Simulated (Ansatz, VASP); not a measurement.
# CdSe (Cadmoselite) in two plane-wave programs

Aim: how closely do two programs agree when they are given the same cell, functional and k mesh? The cell is taken from a series of VASP runs on this material, whose earlier steps may have relaxed, scaled or displaced it; both programs get it as it stands.

Calculated with Ansatz 0.2.0; plane waves, with VASP 6.6.1 beside it; relaxation of cell and atoms at LDA.

## 1. The structure

The structure is hexagonal, space group P6_3mc (No. 186). Conventional cell: a = 4.260 Å, b = 4.260 Å, c = 6.960 Å, α = 90.00°, β = 90.00°, γ = 120.00°. Nearest to Cd lie 4 Se at 2.61 Å. Se has 4 Cd at 2.61 Å nearest. Farther neighbours and most contacts between anions are not listed.

## 2. Ansatz: relaxation of cell and atoms, LDA

Ansatz runs on its default PAW (the set named soft_2) files.

The relaxed volume is the usual yardstick between codes: its relative difference is about their pressure difference at one cell divided by the bulk modulus.

Input file input.yaml:

```yaml
crystal:
  lattice:
    - [4.2598491709, 0.0, 0.0]
    - [-2.1299245855, 3.6891375983, 0.0]
    - [0.0, 0.0, 6.9601404739]
  atoms:
    - { symbol: Cd, position: [0.3333333333, 0.6666666667, 0.4998397841] }
    - { symbol: Cd, position: [0.6666666667, 0.3333333333, 0.9998397841] }
    - { symbol: Se, position: [0.3333333333, 0.6666666667, 0.8751602159] }
    - { symbol: Se, position: [0.6666666667, 0.3333333333, 0.3751602159] }
hamiltonian:
  xc: lda
  pseudopotentials: { kind: paw }
kpoints:
  mp_grid: { grid: [6, 6, 4] }
scf:
  occupations: { method: gaussian, width: 0.03 }
relax:
  f_tol: 0.01
  max_steps: 60
  cell: { stress_tol: 0.05 }
output:
  forces: true
  stress: true
```

Run with:

```sh
$ ansatz run input.yaml --threads 4 --pin off --max-ram 9216MiB --backend cpu --events-out ev --progress --plain --runs-dir out
```

Numbers of over 12 decimals in the logs are rounded to 6 here.

The program printed:

```text
Engine: ansatz 0.2.0, aarch64-unknown-linux-gnu
Pseudopotentials: kind: paw
Pseudopotential: Cd, paw, valence charge 20, recommended cutoff 420 eV (normal), Cd.paw.azcp
Pseudopotential: Se, paw, valence charge 16, recommended cutoff 420 eV (normal), Se.paw.azcp
Functional definition: SPW92
  exchange = slater_x
  correlation = pw_c
Crystal: 4 atoms, lattice volume = 109.380 Å³
Basis set: ecut = 420 eV, 2105 PW (Γ)
Bands: 44, of which v1, the nominal top of the filled ones, is band 36 counted from 1 (35 counted from 0)
Symmetry: 12 space group operations
Space group: P63mc (ITA 186), of the structure as read, at distance tolerance 4.8e-5 Å
k-points: 21 of 144 (time reversal used)
Non-local potential: Cd, projectors of the file, l = 0: 3, l = 1: 2, l = 2: 2, l = 3: 1
Non-local potential: Se, projectors of the file, l = 0: 2, l = 1: 2, l = 2: 3, l = 3: 1
PAW form: soft (Blöchl's): semilocal exchange-correlation on the pseudo side does not see the compensation charge
PAW frozen core: Cd, regenerated for the run's functional, and the local potential with it (the file was generated under x = pbe(κ = 0.804, μ = 0.219515), c = pbe(β = 0.066725))
PAW frozen core: Se, regenerated for the run's functional, and the local potential with it (the file was generated under x = pbe(κ = 0.804, μ = 0.219515), c = pbe(β = 0.066725))
PAW one-centre angular grid: Cd, 590 points (default); XC on 64 Gauss nodes
PAW one-centre angular grid: Se, 590 points (default); XC on 64 Gauss nodes
Initial density: superposition of atomic densities (neutral atoms: chi_scale 0, normalization atom), corrected by the library's trained network
Initial wavefunctions: pseudopotential atomic-orbital guess
Functional: x = slater, c = lda
SCF iter   1: F=—  HF=-27004.474596 eV  |F-HF|=—  |Δ(HF+E_count)|=         —  Δρ=7.08e-3  dr2=4.06e-2  ethr=1.77e-3  ⟨swp⟩=6.2  Hψ=3376  notcnv=0  defer=2
preconditioner: auto → Resta (q_TF=auto, 2.545 Å⁻¹)  ε∞=4.1  [insulator: Δε(μ)=0.391 eV  Ē_g=12.066 eV  σ=0.030 eV  W_gap=1.00  n_scr=34 (ndim 8)  ℏωp=21.3 eV  f_vac=0.192  D(μ)=0.00/eV (n_scr^D=0)  ε∞_Penn≈4.1]
SCF iter   2: F=—  HF=-27004.463531 eV  |F-HF|=—  |Δ(HF+E_count)|=   1.11e-2  Δρ=2.87e-3  dr2=7.02e-3  ethr=5.64e-5  ⟨swp⟩=2.0  Hψ=1533  notcnv=0  defer=63
SCF iter   3: F=—  HF=-27004.462082 eV  |F-HF|=—  |Δ(HF+E_count)|=   1.45e-3  Δρ=1.03e-3  dr2=9.71e-4  ethr=9.74e-6  ⟨swp⟩=1.8  Hψ=923  notcnv=0  defer=63
SCF iter   4: F=—  HF=-27004.462013 eV  |F-HF|=—  |Δ(HF+E_count)|=   6.87e-5  Δρ=1.69e-4  dr2=3.40e-5  ethr=1.35e-6  ⟨swp⟩=2.0  Hψ=964  notcnv=0  defer=63
SCF iter   5: F=—  HF=-27004.462039 eV  |F-HF|=—  |Δ(HF+E_count)|=   2.55e-5  Δρ=3.74e-5  dr2=2.15e-6  ethr=4.73e-8  ⟨swp⟩=3.0  Hψ=1507  notcnv=0  defer=63
SCF iter   6: F=—  HF=-27004.462040 eV  |F-HF|=—  |Δ(HF+E_count)|=   6.27e-7  Δρ=1.71e-5  dr2=4.47e-7  ethr=2.98e-9  ⟨swp⟩=2.0  Hψ=1449  notcnv=0  defer=63
SCF iter   7: F=-27004.462040 eV  HF=-27004.462040 eV  |F-HF|=1.84e-8  |Δ(HF+E_count)|=   7.74e-8  Δρ=4.37e-6  dr2=3.00e-8  ethr=1.39e-10  ⟨swp⟩=4.0  Hψ=3114  notcnv=0
SCF 1 converged in 7 iterations: F = -27004.462040 eV  dr2 = 3.00e-8
  greatest PAW one-centre occupation: 1.000 electrons in one spin orbital (limit 2), on the Cd atom at site 1 (counted from 0), in its partial waves of l = 0
relax step   1: F+E_penalty+E_count = -27004.46203954 eV  Δ(F+E_penalty+E_count) = +0.000e0 eV  max|allowed force component| = 1.924e-3 eV/Å  Δτ_max = 0.0000 Å  P = -0.476 GPa  Ω = 109.380 Å³  (7 SCF iters, dr2 threshold 1.00e-7 eV, accepted)
[...]
relax step   2: F+E_penalty+E_count = -27004.46343820 eV  Δ(F+E_penalty+E_count) = -1.399e-3 eV  max|allowed force component| = 5.560e-5 eV/Å  Δτ_max = 0.0005 Å  P = +0.168 GPa  Ω = 108.150 Å³  energy of the carried Pulay correction = +1.871e-4 eV  (4 SCF iters, dr2 threshold 4.00e-7 eV, accepted)
[...]
relax step   3: F+E_penalty+E_count = -27004.46355359 eV  Δ(F+E_penalty+E_count) = -1.154e-4 eV  max|allowed force component| = 2.100e-4 eV/Å  Δτ_max = 0.0001 Å  P = -0.002 GPa  Ω = 108.468 Å³  energy of the carried Pulay correction = +1.385e-4 eV  (4 SCF iters, dr2 threshold 7.44e-8 eV, accepted)
[...]
relax step   4: F+E_penalty+E_count = -27004.46339843 eV  Δ(F+E_penalty+E_count) = +1.552e-4 eV  max|allowed force component| = 2.137e-4 eV/Å  Δτ_max = 0.0000 Å  P = -0.002 GPa  Ω = 108.468 Å³  stress off target by 1.93e-3 GPa  SCF on the basis re-selected at this cell (its energy is not comparable with the rows above)  (6 SCF iters)
basis re-selected at this cell: Δ(F+E_penalty+E_count) = +1.552e-4 eV, ΔP = +0.001 GPa vs the last step (what re-selecting the basis moved, of the pressure what is left beyond the Pulay correction that the steps carried, after the strain that the cell walked since its last selection, with what the two solves' SCF thresholds leave and, on support functions, any second-order correction that the steps lacked; it is no m [...]
SCF converged after 6 iterations
Free energy (F): -27004.463398 eV
Harris-Foulkes:  -27004.463398 eV  (|F-HF|=0.00e0)
Internal energy: -27004.463398 eV  (E = F + TS)
E sigma→0 (E₀):  -27004.463398 eV
Fermi energy:    7.935477 eV
--- Per-component energies (eV) ---
  E_band       = -1774.224820
  E_kinetic    = 1250.415258
  E_local      = -12630.062761  (includes V_loc(G=0)·N_el)
  E_nonlocal   = -1096.834502
  E_hartree    = 5999.078195
  E_xc         = -558.777007
  E_vxc        = -640.523566  (∫ρ·V_xc dr)
  E_paw        = -11548.628636  (= ΣΔE_a)
  E_vpaw       = -655.374638  (= ΣTr[D̂ρ^β])
  E_aug_tail   = -0.001059  (compensation charges beyond the density's cutoff)
  E_ewald      = -8425.620749
  E_core_change = 5.967862  (= ΣΔE_core)
  E_smearing   = -0.000000  (= −TS)
  E_closure    = 0.000000  (closes the sum)
  Σ components = -27004.463398   (vs F -27004.463398, Δ=0.00e0)
--- Forces (eV/Å), atoms counted from 1 ---
  atom   1  Cd    -0.00000000    -0.00000000    -0.00021353
  atom   2  Cd    -0.00000000     0.00000000    -0.00021353
  atom   3  Se    -0.00000000    -0.00000000     0.00021380
  atom   4  Se    -0.00000000     0.00000000     0.00021380
  max |Σ_I F_I| component: 5.33e-7 eV/Å
--- Stress (GPa, compression-positive) ---
       -0.001933       0.000000       0.000000
        0.000000      -0.001933       0.000000
        0.000000       0.000000      -0.001262
  P = ⅓ Tr σ = -0.0017 GPa (-0.017 kbar)
--- Relaxed structure (3 steps of the walk, 3 accepted, 1 SCFs on fresh bases) ---
  F+E_penalty+E_count = -27004.46339843 eV   max|allowed force component| = 2.137e-4 eV/Å   (the final SCF, on the basis selected at the relaxed cell)
  cell:  # Å, volume = 108.4677 Å³
    - [4.248582, 2.8791138714916267e-11, 0]
    - [-2.124291, 3.679380, 0]
    - [0, 0, 6.938756]
  atoms:
    - { symbol: Cd, position: [0.333333, 0.666667, 0.499782] }
    - { symbol: Cd, position: [0.666667, 0.333333, 0.999782] }
    - { symbol: Se, position: [0.333333, 0.666667, 0.875218] }
    - { symbol: Se, position: [0.666667, 0.333333, 0.375218] }
```

The job ended after 6.8 s (4 threads of Arm Neoverse V1, shared host; peak memory 0.42 GiB).

## 3. VASP: relaxation of cell and atoms, LDA

The same cell, functional (in two slightly different forms), mesh and smearing now go to VASP, with its own data sets and cutoff.

Lines of VASP's logs that name or quote its potential files are left out, and so is its time.

Input file INCAR:

```
SYSTEM = CdSe
PREC = Accurate
ENCUT = 500
EDIFF = 1E-07
NELM = 100
ISMEAR = 0
SIGMA = 0.03
LREAL = .FALSE.
ALGO = Normal
GGA = CA
NBANDS = 24
LORBIT = 11
LWAVE = .FALSE.
LCHARG = .FALSE.
KPAR = 8
IBRION = 2
NSW = 50
ISIF = 3
EDIFFG = -0.002
```

Input file POSCAR:

```
CdSe
1.0
    4.2598491709      0.0000000000      0.0000000000
   -2.1299245855      3.6891375983      0.0000000000
    0.0000000000      0.0000000000      6.9601404739
Cd Se
2 2
Direct
    0.3333333333      0.6666666667      0.4998397841
    0.6666666667      0.3333333333      0.9998397841
    0.3333333333      0.6666666667      0.8751602159
    0.6666666667      0.3333333333      0.3751602159
```

Input file KPOINTS:

```
Automatic mesh
0
Gamma
6 6 4
0 0 0
```

The projector-augmented-wave data sets are Cd and Se (LDA family, release 64).

Run with:

```sh
$ mpirun -np 8 vasp_std
```

The program printed:

```text
[banner, memory and clock lines left out]
running    8 mpi-ranks, on    1 nodes
 distrk:  each k-point on    1 cores,    8 groups
 distr:  one band on    1 cores,    1 groups

 POSCAR found type information on POSCAR CdSe
 POSCAR found :  2 types and       4 ions
|                                                                             |
|           W    W    AA    RRRRR   N    N  II  N    N   GGGG   !!!           |
|           W    W   A  A   R    R  NN   N  II  NN   N  G    G  !!!           |
|           W    W  A    A  R    R  N N  N  II  N N  N  G       !!!           |
|           W WW W  AAAAAA  RRRRR   N  N N  II  N  N N  G  GGG   !            |
|           WW  WW  A    A  R   R   N   NN  II  N   NN  G    G                |
|           W    W  A    A  R    R  N    N  II  N    N   GGGG   !!!           |
|                                                                             |
|     For optimal performance we recommend to set                             |
|       NCORE = 2 up to number-of-cores-per-socket                            |
|     NCORE specifies how many cores store one orbital (NPAR=cpu/NCORE).      |
|     This setting can greatly improve the performance of VASP for DFT.       |
|     The default, NCORE=1 might be grossly inefficient on modern             |
|     multi-core architectures or massively parallel machines. Do your        |
|     Unfortunately you need to use the default for GW and RPA                |
|     calculations (for HF NCORE is supported but not extensively tested      |
|     yet).                                                                   |
|                                                                             |

 LDA part: xc-table for (Slater(with rela. corr.)+CA(PZ))
 , standard interpolation
 POSCAR, INCAR and KPOINTS ok, starting setup
 FFT: planning ... GRIDC
 FFT: planning ... GRID_SOFT
 FFT: planning ... GRID
 WAVECAR not read
 entering main loop
       N       E                     dE             d eps       ncg     rms          rms(c)
DAV:   1     0.241288788942E+03    0.24129E+03   -0.16922E+04  1008   0.132E+03
DAV:   2    -0.199484782757E+01   -0.24328E+03   -0.23639E+03  1152   0.331E+02
DAV:   3    -0.141675090694E+02   -0.12173E+02   -0.12134E+02  1248   0.752E+01
DAV:   4    -0.142595003469E+02   -0.91991E-01   -0.91978E-01  1112   0.638E+00
DAV:   5    -0.142602116024E+02   -0.71126E-03   -0.71118E-03  1256   0.499E-01    0.936E+00
DAV:   6    -0.135687397982E+02    0.69147E+00   -0.14012E+00  1312   0.124E+01    0.720E+00
DAV:   7    -0.135234092403E+02    0.45331E-01   -0.52550E-01  1184   0.396E+00    0.251E+00
DAV:   8    -0.135149311248E+02    0.84781E-02   -0.69378E-02  1072   0.277E+00    0.365E-01
DAV:   9    -0.135142481255E+02    0.68300E-03   -0.85382E-03  1176   0.116E+00    0.105E-01
DAV:  10    -0.135141392182E+02    0.10891E-03   -0.65432E-04  1200   0.313E-01    0.459E-02
DAV:  11    -0.135141548098E+02   -0.15592E-04   -0.85628E-05  1144   0.690E-02    0.132E-02
DAV:  12    -0.135141521640E+02    0.26458E-05   -0.37752E-05  1168   0.713E-02    0.880E-03
DAV:  13    -0.135141514211E+02    0.74290E-06   -0.51509E-06  1184   0.277E-02    0.173E-03
DAV:  14    -0.135141514265E+02   -0.53888E-08   -0.45773E-07   960   0.395E-03
   1 F= -.13514151E+02 E0= -.13514151E+02  d E =-.135142E+02
 curvature:   0.00 expect dE= 0.000E+00 dE for cont linesearch  0.000E+00
 trial: gam= 0.00000 g(F)=  0.563E-07 g(S)=  0.144E-05 ort = 0.000E+00 (trialstep = 0.100E+01)
 search vector abs. value=  0.149E-05
 bond charge predicted
       N       E                     dE             d eps       ncg     rms          rms(c)
DAV:   1    -0.135141634385E+02   -0.12017E-04   -0.31074E-04  1072   0.163E-01    0.248E-02
DAV:   2    -0.135141531547E+02    0.10284E-04   -0.29090E-05  1136   0.652E-02    0.923E-03
DAV:   3    -0.135141518766E+02    0.12780E-05   -0.26502E-06  1184   0.126E-02    0.752E-03
DAV:   4    -0.135141515452E+02    0.33145E-06   -0.47511E-07  1096   0.504E-03    0.116E-03
DAV:   5    -0.135141515269E+02    0.18229E-07   -0.10438E-07   592   0.376E-03
   2 F= -.13514152E+02 E0= -.13514152E+02  d E =-.100430E-06
 trial-energy change:   -0.000000  1 .order   -0.000000   -0.000001    0.000001
 step:   0.6290(harm=  0.6290)  dis= 0.00002  next Energy=   -13.514152 (dE=-0.470E-06)
 reached required accuracy - stopping structural energy minimisation
```

OUTCAR, selected parts (step 3):

```text
ion  position               nearest neighbor table
   1  0.333  0.667  0.500-   4 2.61   4 2.61   4 2.61   3 2.61
   2  0.667  0.333  1.000-   3 2.61   3 2.61   3 2.61   4 2.61
   3  0.333  0.667  0.875-   2 2.61   2 2.61   2 2.61   1 2.61
   4  0.667  0.333  0.375-   1 2.61   1 2.61   1 2.61   2 2.61

  LATTYP: Found a hexagonal cell.
 ALAT       =     4.2598491709
 C/A-ratio  =     1.6338936415

 Subroutine GETGRP returns: Found 12 space group operations
 (whereof  6 operations were pure point group operations)

The static configuration has the point symmetry C_3v.
 The point group associated with its full space group is C_6v.

 Found     21 irreducible k-points:

   k-points           NKPTS =     21   k-points in BZ     NKDIM =     21   number of bands    NBANDS=     24

   dimension x,y,z NGX =    32 NGY =   32 NGZ =   54
   dimension x,y,z NGXF=    64 NGYF=   64 NGZF=  108

   ENCUT  =  500.0 eV  36.75 Ry    6.06 a.u.   7.77  7.77 12.69*2*pi/ulx,y,z

   NELECT =      36.0000    total number of electrons

 k-points in reciprocal lattice and weights: Automatic mesh
   0.00000000  0.00000000  0.00000000       0.007
   0.16666667 -0.00000000  0.00000000       0.042
   0.33333333  0.00000000  0.00000000       0.042
   0.50000000  0.00000000  0.00000000       0.021
   0.16666667  0.16666667  0.00000000       0.042
   0.33333333  0.16666667  0.00000000       0.083
   0.33333333  0.33333333  0.00000000       0.014
   0.00000000  0.00000000  0.25000000       0.014
   0.16666667 -0.00000000  0.25000000       0.083
[...]
0.33333333  0.16666667  0.50000000       0.083
   0.33333333  0.33333333  0.50000000       0.014

 average (electrostatic) potential at core
       1 -40.5593       2 -40.5593       3 -62.5345       4 -62.5345

 E-fermi :   1.2210

 k-point     1 :       0.0000    0.0000    0.0000
  band No.  band energies     occupation
    ...
     14       0.2367      2.00000
     15       0.2367      2.00000
     16       0.9938      2.00000
     17       1.0572      2.00000
     18       1.0572      2.00000
     19       1.5332      0.00000
     20       3.0979      0.00000
     21       6.7726      0.00000
     22       6.7726      0.00000
     23       7.0476      0.00000
    ...

 k-point     2 :       0.1667   -0.0000    0.0000
  band No.  band energies     occupation
    ...
     14      -0.8823      2.00000
     15      -0.4485      2.00000
     16      -0.1076      2.00000
     17       0.7704      2.00000
     18       0.8489      2.00000
     19       2.9355      0.00000
     20       4.1007      0.00000
     21       6.1228      0.00000
     22       7.1491      0.00000
     23       7.1533      0.00000
    ...

 k-point     3 :       0.3333    0.0000    0.0000
  band No.  band energies     occupation
    ...
     14      -2.1891      2.00000
     15      -1.7631      2.00000
     16      -0.6811      2.00000
     17       0.1219      2.00000
     18       0.4392      2.00000
     19       3.9310      0.00000
     20       4.3370      0.00000
     21       5.9482      0.00000
     22       6.7676      0.00000
     23       7.4307      0.00000
    ...

  Total        0.0077935      0.0077935      0.0053093     -0.0000000     -0.0000000      0.0000000
  in kB        0.1141772      0.1141772      0.0777823     -0.0000000     -0.0000000      0.0000000
  external PRESSURE =       0.1020455 kB  Pullay stress =       0.0000000 kB

  energy-cutoff  :      500.00
  volume of cell :      109.36
      direct lattice vectors                 reciprocal lattice vectors
     4.259762995  0.000000000  0.000000000     0.234754845  0.135535773 -0.000000000
    -2.129881497  3.689062968 -0.000000000    -0.000000000  0.271071545 -0.000000000
     0.000000000  0.000000000  6.959245888    -0.000000000  0.000000000  0.143693730

 POSITION                                       TOTAL-FORCE (eV/Angst)
 -----------------------------------------------------------------------------------
     -0.00000      2.45938      3.47848         0.000000     -0.000000     -0.001118
      2.12988      1.22969      6.95810        -0.000000     -0.000000     -0.001118
     -0.00000      2.45938      6.09048        -0.000000      0.000000      0.001118
      2.12988      1.22969      2.61086         0.000000      0.000000      0.001118
 -----------------------------------------------------------------------------------
    total drift:                               -0.000000     -0.000000      0.000686

  FREE ENERGIE OF THE ION-ELECTRON SYSTEM (eV)
  ---------------------------------------------------
  free  energy   TOTEN  =       -13.5141515269 eV

  energy  without entropy=      -13.5141515269  energy(sigma->0) =      -13.51415153

 reached required accuracy - stopping structural energy minimisation

 total charge
# of ion       s       p       d       tot
------------------------------------------
    1        0.462   0.335   9.545  10.342
    2        0.462   0.335   9.545  10.342
    3        1.448   2.392   0.025   3.865
    4        1.448   2.392   0.025   3.865
--------------------------------------------------
tot          3.820   5.456  19.139  28.415

[... 3 further parts left out ...]
```

## 4. Comparison

Known differences besides the potentials themselves: the two LDA forms differ slightly; both relaxations stop at a tolerance, which leaves soft axes loose, and VASP keeps its plane-wave basis; the data sets hold 72 valence electrons in Ansatz (default PAW (the set named soft_2) files) and 36 in VASP; the cutoff is 420 eV in Ansatz and 500 eV in VASP; VASP's log shows a relativistic correction to its local exchange, Ansatz's none; Ansatz adds a Pulay correction to the stress that steers its cell, VASP none. Total energies have different zeros and are not compared.

The two programs side by side:

```
                                         quantity  Ansatz    VASP  difference
                                      volume (Å³)  108.47  109.36     -0.82 %
edge a after relaxation, in the typed setting (Å)   4.249   4.260     -0.26 %
edge c after relaxation, in the typed setting (Å)   6.939   6.959     -0.29 %
```

The walks stopped with 0.00 GPa left in Ansatz and 0.01 GPa in VASP; each walk ends within a tolerance, so the volume difference is uncertain by about these residues over the bulk modulus, most in soft cells.

## 5. Results

```json
{
  "difference in volume (relaxation of cell and atoms, LDA)": "-0.82 %"
}
```

The difference in volume is -0.82 % (relaxation of cell and atoms, LDA), within the 1.2 % picked in this series as the mark of a large difference, as far as the stopping tolerances let one tell. Such differences can come from data sets, numerical settings and the points named under the comparisons, not from the functional's error against experiment.

[Lines on the potential files, build, host, timing and source positions are cut from VASP's logs without a mark.]

[Logs are printed without paths, hosts, clocks, repeated set-up lines and the standing remarks that a program may print on its own settings, such as how far it seeks lower states.]

[Hosts, paths, dates, database ids (printed as entryN), source tags and the programs' standing remarks are cut or masked in the printed files.]
